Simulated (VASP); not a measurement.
# Sr (P6_3/mmc) in VASP: a series of runs

Runs on Sr. Level: PBE. Tasks: single point.

Program: VASP 6.6.1. These are calculated values, not measurements. Logs are shortened: lines on timing, memory, paths and dates and some standing lists are left out, and cuts for length are marked.

### 1 The crystal as given

It takes space group P6_3/mmc (No. 194, hexagonal). Conventional cell: a = 4.310 Å, b = 4.310 Å, c = 7.050 Å, α = 90.00°, β = 90.00°, γ = 120.00°. Around Sr (site symmetry -6m2) lie 12 Sr at 4.31 Å.

This isn't the form of Sr at room conditions, which is fcc.

### 2 Single point, PBE

The input, INCAR:

```
SYSTEM = Sr
  ADDGRID = .False.
  ALGO = Normal
  EDIFF = 0.001
  ENCUT = 400
  GGA = PE
  ISIF = 2
  ISMEAR = 0
  LASPH = .True.
  LCHARG = .False.
  LREAL = .False.
  LWAVE = .False.
  NBANDS = 17
  NELM = 100
  PREC = Accurate
  SIGMA = 0.15
```

The input, KPOINTS:

```
k-points
0
Gamma
  4 4 2
  0 0 0
```

The input, POSCAR:

```
Sr
1.0
    4.3100000000      0.0000000000      0.0000000000
   -2.1550000000      3.7325694903      0.0000000000
    0.0000000000      0.0000000000      7.0500000000
Sr
2
Direct
    0.6432960000      0.3178180000      0.7464440000
    0.3199860000      0.6535770000      0.2508690000
```

Potentials or basis: VASP PAW PBE potentials, release 64 (Sr_sv).

The run is started by

```bash
$ cat potpaw_PBE.64/Sr_sv/POTCAR > POTCAR
$ mpirun -np 1 vasp_std > vasp.out
```

OUTCAR:

```text
SYSTEM = Sr
   EDIFF = 0.001
   ENCUT = 400
   GGA = PE
   ISIF = 2
   ISMEAR = 0
   LASPH = .True.
   LREAL = .False.
   NELM = 100
   PREC = Accurate

 Found     20 irreducible k-points:

 Following reciprocal coordinates:
            Coordinates               Weight
  0.000000  0.000000  0.000000      1.000000
  0.250000  0.000000  0.000000      2.000000
  0.000000  0.250000  0.000000      2.000000
 -0.250000  0.250000  0.000000      2.000000
  0.500000  0.000000  0.000000      1.000000
  0.000000  0.500000  0.000000      1.000000
   k-points           NKPTS =     20   k-points in BZ     NKDIM =     20   number of bands    NBANDS=     17
   number of dos      NEDOS =    301   number of ions     NIONS =      2
   total plane-waves  NPLWV =  37632
   dimension x,y,z NGX =    28 NGY =   28 NGZ =   48
   dimension x,y,z NGXF=    56 NGYF=   56 NGZF=   96
   ions per type =               2
   NGX,Y,Z   is equivalent  to a cutoff of  10.80, 10.80, 11.32 a.u.
   NGXF,Y,Z  is equivalent  to a cutoff of  21.60, 21.60, 22.64 a.u.
 SYSTEM =  Sr
   PREC   = accura    normal or accurate (medium, high low for compatibility)
   ISTART =      0    job   : 0-new  1-cont  2-samecut
   ICHARG =      2    charge: 1-file 2-atom 10-const
   ISPIN  =      1    spin polarized calculation?
   LNONCOLLINEAR =      F non collinear calculations
   LSORBIT =      F    spin-orbit coupling
   LASPH  =      T    aspherical Exc in radial PAW
   ENCUT  =  400.0 eV  29.40 Ry    5.42 a.u.   7.03  7.03 11.50*2*pi/ulx,y,z
   NELM   =    100;   NELMIN=  2; NELMDL= -5     # of ELM steps
   EDIFF  = 0.1E-02   stopping-criterion for ELM
   LREAL  =      F    real-space projection
   EDIFFG = 0.1E-01   stopping-criterion for IOM
   NSW    =      0    number of steps for IOM
   IBRION =     -1    ionic relax: 0-MD 1-quasi-New 2-CG
   NFREE  =      0    steps in history (QN), initial steepest desc. (CG)
   ISIF   =      2    stress and relaxation
   ISYM   =      2    0-nonsym 1-usesym 2-fastsym
   POTIM  = 0.5000    time-step for ionic-motion
   TEBEG  =    0.0;   TEEND  =   0.0 temperature during run
   PSTRESS=    0.0 pullay stress
   NELECT =      20.0000    total number of electrons
   NUPDOWN=      -1.0000    fix difference up-down
   EMIN   =  10.00;   EMAX   =-10.00  energy-range for DOS
   EFERMI =   0.00;   METHOD = LEGACY
   ISMEAR =     0;   SIGMA  =   0.15  broadening in eV -4-tet -1-fermi 0-gaus
   EFERMI_NEDOS =   21; number of points for ismear=-14 and -15
   IALGO  =     38    algorithm
   IMIX   =      4    mixing-type and parameters
     AMIX     =   0.40;   BMIX     =  1.00
     AMIX_MAG =   1.60;   BMIX_MAG =  1.00
  volume/ion in A,a.u.               =      56.71       382.68
  Fermi-wavevector in a.u.,A,eV,Ry     =   0.918037  1.734838 11.466874  0.842791
  Thomas-Fermi vector in A             =   2.043073
   LORBIT       =      0    0 simple, 1 ext, 2 COOP (PROOUT), +10 PAW based schemes
   GGA     = PE    functional components
   LHFCALC =     F    Hartree Fock is set to
   AEXX    =    0.0000 exact exchange contribution
   IVDW    =     0    specifies the selected vdW correction
   LEPSILON=     F    determine dielectric tensor
   LRPA    =     F    only Hartree local field effects (RPA)
 non-spin polarized calculation
 Gauss-broadening in eV      SIGMA  =   0.15
  energy-cutoff  :      400.00
  volume of cell :      113.42
 maximum number of plane-waves:      2071
   NGX = 15   NGY = 15   NGZ = 23

 number of electron      20.0000000 magnetization

 Free energy of the ion-electron system (eV)
  ---------------------------------------------------
  ext. energy  EPLUGINS =         0.00000000
  ---------------------------------------------------
  free energy    TOTEN  =        -3.29072539 eV

  energy without entropy =       -3.25239040  energy(sigma->0) =       -3.27155790

 E-fermi :   1.5137     XC(G=0):  -7.2581

 val. band max:        1.5024920090   @ k =   0.0000   0.0000   0.0000
 cond. band min:       1.5608247120   @ k =   0.5000   0.0000   0.0000
 fundamental gap:      0.0583327030
 Fermi energy:         1.5137421903

 k-point     1 :       0.0000    0.0000    0.0000
  band No.  band energies     occupation
      1     -35.1900      2.00000
      2     -35.1781      2.00000
      3     -17.2479      2.00000
      4     -17.1101      2.00000
      5     -17.1073      2.00000
      6     -17.0847      2.00000
      7     -17.0845      2.00000
      8     -17.0732      2.00000
      9      -2.1211      2.00000
     10       0.3640      2.00000
     11       1.5025      1.08447
     12       3.7443      0.00000
     13       3.7512      0.00000
     14       3.7615      0.00000
     15       4.1323      0.00000
     16       4.1611      0.00000
     17       4.6288      0.00000

 k-point     2 :       0.2500    0.0000    0.0000
  band No.  band energies     occupation
      1     -35.1845      2.00000
      2     -35.1755      2.00000
      3     -17.2173      2.00000
      4     -17.1751      2.00000
      5     -17.1521      2.00000
      6     -17.1303      2.00000
      7     -17.0966      2.00000
      8     -17.0858      2.00000
      9      -1.2956      2.00000
     10       1.1611      1.99911
     11       1.4791      1.25591
     12       2.4790      0.00000
     13       3.2326      0.00000
     14       3.6258      0.00000
     15       4.0356      0.00000
     16       4.5115      0.00000
     17       4.5220      0.00000

 k-point     3 :       0.0000    0.2500    0.0000
  band No.  band energies     occupation
      1     -35.1844      2.00000
      2     -35.1756      2.00000
      3     -17.2163      2.00000
      4     -17.1762      2.00000
      5     -17.1526      2.00000
      6     -17.1289      2.00000
      7     -17.0964      2.00000
      8     -17.0868      2.00000
      9      -1.2945      2.00000
     10       1.1660      1.99896
     11       1.4846      1.21622
     12       2.4756      0.00000
     13       3.2299      0.00000
     14       3.5930      0.00000
     15       4.0515      0.00000
     16       4.5140      0.00000
     17       4.5427      0.00000

 k-point     4 :      -0.2500    0.2500    0.0000
  band No.  band energies     occupation
      1     -35.1844      2.00000
      2     -35.1756      2.00000
      3     -17.2159      2.00000
      4     -17.1767      2.00000
      5     -17.1528      2.00000
      6     -17.1284      2.00000
      7     -17.0963      2.00000
      8     -17.0872      2.00000
      9      -1.2940      2.00000
     10       1.1679      1.99889
     11       1.4869      1.19979
     12       2.4740      0.00000
     13       3.2290      0.00000
     14       3.5804      0.00000
     15       4.0565      0.00000
     16       4.5239      0.00000
     17       4.5620      0.00000

 k-point     5 :       0.5000    0.0000    0.0000
  band No.  band energies     occupation
      1     -35.1783      2.00000
      2     -35.1738      2.00000
      3     -17.2434      2.00000
      4     -17.2162      2.00000
      5     -17.1741      2.00000
      6     -17.1496      2.00000
      7     -17.1106      2.00000
      8     -17.1094      2.00000
      9       0.3617      2.00000
     10       0.9440      2.00000
     11       1.5608      0.65712
     12       1.7306      0.04089
     13       2.8108      0.00000
     14       3.3433      0.00000
     15       3.6488      0.00000
     16       5.6371      0.00000
     17       6.2737      0.00000

 k-point     6 :       0.0000    0.5000    0.0000
  band No.  band energies     occupation
      1     -35.1779      2.00000
      2     -35.1741      2.00000
      3     -17.2440      2.00000
      4     -17.2175      2.00000
      5     -17.1698      2.00000
      6     -17.1484      2.00000
      7     -17.1150      2.00000
      8     -17.1090      2.00000
      9       0.3793      2.00000
     10       0.9279      2.00000
     11       1.5845      0.50441
     12       1.7467      0.02805
     13       2.7565      0.00000
     14       3.3141      0.00000
     15       3.6584      0.00000
     16       5.6939      0.00000
     17       6.3196      0.00000

 [... further k-points ...]

------------------------ aborting loop because EDIFF is reached ----------------------------------------

  FORCE on cell =-STRESS in cart. coord.  units (eV):
  Direction    XX          YY          ZZ          XY          YZ          ZX
  --------------------------------------------------------------------------------------
  -------------------------------------------------------------------------------------
  Total       -0.5045361     -0.4919330      0.2651973     -0.0281876      0.0003973      0.0014989
  in kB       -7.1273567     -6.9493187      3.7463252     -0.3981937      0.0056121      0.0211741
  external PRESSURE =      -3.4434501 kB  Pullay stress =       0.0000000 kB

 VOLUME and BASIS-vectors are now :
 -----------------------------------------------------------------------------
  energy-cutoff  :      400.00
  volume of cell :      113.42
      direct lattice vectors                 reciprocal lattice vectors
     4.310000000  0.000000000  0.000000000     0.232018561  0.133955979  0.000000000
    -2.155000000  3.732569490  0.000000000     0.000000000  0.267911958  0.000000000
     0.000000000  0.000000000  7.050000000     0.000000000  0.000000000  0.141843972

 POSITION                                       TOTAL-FORCE (eV/Angst)
 -----------------------------------------------------------------------------------
      2.08771      1.18628      5.26243         0.011027      0.002104      0.045274
     -0.02932      2.43952      1.76863        -0.011027     -0.002104     -0.045274
 -----------------------------------------------------------------------------------
    total drift:                                0.000002     -0.000003     -0.000001

  FREE ENERGIE OF THE ION-ELECTRON SYSTEM (eV)
  ---------------------------------------------------
  free  energy   TOTEN  =        -3.2907253894 eV

  energy  without entropy=       -3.2523904017  energy(sigma->0) =       -3.27155790
```

Wall time 6.3 s (1 thread of Intel Xeon 6975P-C (Granite Rapids), shared host); peak memory 0.18 GiB.

These settings aren't checked as converged: the numbers below hold their error.

Results:

```
Free energy            : -3.2907 eV
Pressure               : -0.3 GPa
Largest force          : 0.047 eV/Å
Band gap on the k mesh : none (metal or under the smearing width)
```

Caveat: the k mesh is coarse (spacing up to 0.45 Å⁻¹), so the values aren't converged.

[end of part 1 of 2]
